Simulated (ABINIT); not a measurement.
# Sb in ABINIT: the effect of potentials

The system is Sb.

```
Sb
1.0
     2.15420    1.24373    3.75800
    -2.15420    1.24373    3.75800
     0.00000   -2.48746    3.75800
Sb
2
Direct
  0.76651 0.76651 0.76651
  0.23349 0.23349 0.23349
```

Alike in all runs:

| Item | Value |
| --- | --- |
| Program | ABINIT 10.8.3 (patched build) |
| Task | single point |
| Functional | PBE |
| k mesh | 8 × 8 × 8 |
| Occupations | fermi-dirac, width 0.05 eV |
| Spin | no spin polarisation |

| potentials | cutoff | largest force (eV/Å) |
| --- | --- | --- |
| PseudoDojo NC SR PBE v0.4.1 standard | 1088 eV | 0.18 |
| PseudoDojo NC SR PBE v0.5 standard | 1088 eV | 0.18 |
| SG15 NC PBE v1.2 | 816 eV | 0.18 |
| Ansatz NC PBE | 1088 eV | 0.16 |
| SPMS NC PBE v1.0 | 707 eV | 0.17 |
| JTH PAW PBE v2.0 | 435 eV | 0.17 |
| JTH PAW PBE v2.0 sp | 408 eV | ? |

Problem. What does the run with potentials JTH PAW PBE v2.0 sp give?

Solution. Largest force 0.20 eV/Å.

The runs don't all hold the same shells in valence.
